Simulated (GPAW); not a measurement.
Runs of GPAW 26.7.0 on ZrSe2. It takes space group P-3m1 (No. 164, trigonal). The conventional cell has a = 3.798 Å, b = 3.798 Å, c = 6.192 Å, α = 90.00°, β = 90.00°, γ = 120.00°. Zr (site symmetry -3m) has 6 Se at 2.68 Å as nearest neighbours. Se (site symmetry 3m) has 3 Zr at 2.68 Å as nearest neighbours. 

```tsv
task	level	potentials or basis	spin	U	cell	k mesh	optimizer	fmax	max steps	band path	band points	gap on the mesh (eV)	pressure (GPa)	relaxed volume (Å³/atom)	largest force (eV/Å)
relaxation of cell and atoms	PBEsol+D3(BJ)	PAW data sets generated in the run's folder for this functional, pw	off	-	relaxed	6 × 6 × 3	BFGS	0.02 eV/Å	100	-	-	(b)	0.0	22.57	-
band structure	PBEsol	PAW data sets generated in the run's folder for this functional, pw	SOC, no magnetisation	-	as given	6 × 6 × 3	-	-	-	GMKGALHA,LM,KH	100	0.25	-1.3	-	0.05
band structure	LDA+U	the program's PAW data sets (release 1.2.1) made for this functional, pw	off	Zr d U = 3 eV	as given	6 × 6 × 3	-	-	-	GMKGALHA,LM,KH	60	0.78	-0.9	-	0.12
relaxation of cell and atoms	BLYP	PAW data sets generated in the run's folder for this functional, pw	off	-	relaxed	8 × 8 × 5	BFGS	0.02 eV/Å	100	-	-	0.74	0.0	40.03	0.01
band structure	r2SCAN	GPAW PAW data sets (gpaw-data 1.2.1), pw	off	-	as given	8 × 8 × 5	-	-	-	GMKGALHA,LM,KH	80	0.72	(a)	-	0.13
```

Alike in all rows: cutoff (eV) 600; smearing fermi-dirac 0.05 eV.

Problem. Estimate the missing entries.

Solution. (a) 1.2; (b) none.

Caveats: later steps reuse the first step's grids (some runs); the volume moved by -12 % from the deposited cell, more than functionals usually miss (some runs); spin-orbit coupling was added after a scalar SCF, so levels and gaps hold it while energy, forces, pressure and moments don't (some runs); this program's spin-orbit splittings come out too wide for heavy elements (some runs); the mesh misses the band edges, which the band path finds closer together (some runs); this functional lacks dispersion, which binds the layers, so the pressure and a relaxed spacing across them are unreliable (some runs); the volume moved by over 15 % at a fixed basis, so the end points are rough (some runs).

A k mesh can miss the band edges, and rows without SOC leave out spin-orbit coupling on Se, Zr.

Runs at the PBE level aren't shown here.
